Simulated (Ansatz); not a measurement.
# Te2Pt: the cost of one run

Method: DFT LDA, scalar-relativistic, plane waves, PAW, in Ansatz 0.2.0.

The COD entry's cell or inner coordinates are ideal or old and differ from later refinements, so a difference from it is no clean test against experiment.

18 further runs of the same task are left out: 18 set aside as unsound or not needed.

**1. The starting structure**

The structure is trigonal, space group P-3m1 (No. 164). The conventional cell has a = 4.018 Å, b = 4.018 Å, c = 5.212 Å, α = 90.00°, β = 90.00°, γ = 120.00°. Te (site symmetry 3m) is surrounded by 3 Pt at 2.66 Å. Around Pt (site symmetry -3m) lie 6 Te at 2.66 Å.

As a file:

```
Te Pt
1.0
     4.01800    0.00000    0.00000
    -2.00900    3.47969    0.00000
     0.00000    0.00000    5.21200
Te Pt
2 1
Direct
  0.33333 0.66667 0.25000
  0.66667 0.33333 0.75000
  0.00000 0.00000 0.00000
```

The structure comes from the Crystallography Open Database.

**5. The grid**

The energy is mapped over volume and the cell's shape.

The axes are (1) volume per atom: 7 values from 20.90 to 26.60 Å³; (2) c/a of the conventional cell: 7 values from 1.123 to 1.429.

Nothing else is relaxed (fractional coordinates fixed). Energies count from the relaxed crystal. Points are written as (first, second).

(The set-up runs are not shown.)

**6. Point (22.80 Å³, 1.429)**

input.yaml

```yaml
crystal:
  lattice:
    - [3.8091313026, 0.0, 0.0]
    - [-1.9045656513, 3.2988044744, 0.0]
    - [0.0, 0.0, 5.4424868052]
  atoms:
    - { symbol: Te, position: [0.3333333333, 0.6666666667, 0.2633098781] }
    - { symbol: Te, position: [0.6666666667, 0.3333333333, 0.7366901219] }
    - { symbol: Pt, position: [0.0, 0.0, 0.0] }
basis:
  ecutwfc: 420
kpoints:
  mp_grid: { grid: [12, 12, 10] }
hamiltonian:
  xc: lda
  pseudopotentials: { kind: paw, azcp: { folder: soft_1 } }
scf:
  occupations: { method: gaussian, width: 0.15 }
output:
  forces: true
  stress: true
  eigenvalues: true
```

Started as:

```console
ansatz run input.yaml --threads 1 --pin off --max-ram 2048MiB --backend cpu --events-out ev --progress --plain --runs-dir out
```

**Question.** How long does this run take on 1 thread of Arm Neoverse N1, shared host, and how much memory does it need?

About 31 s, with a peak of 0.48 GiB.
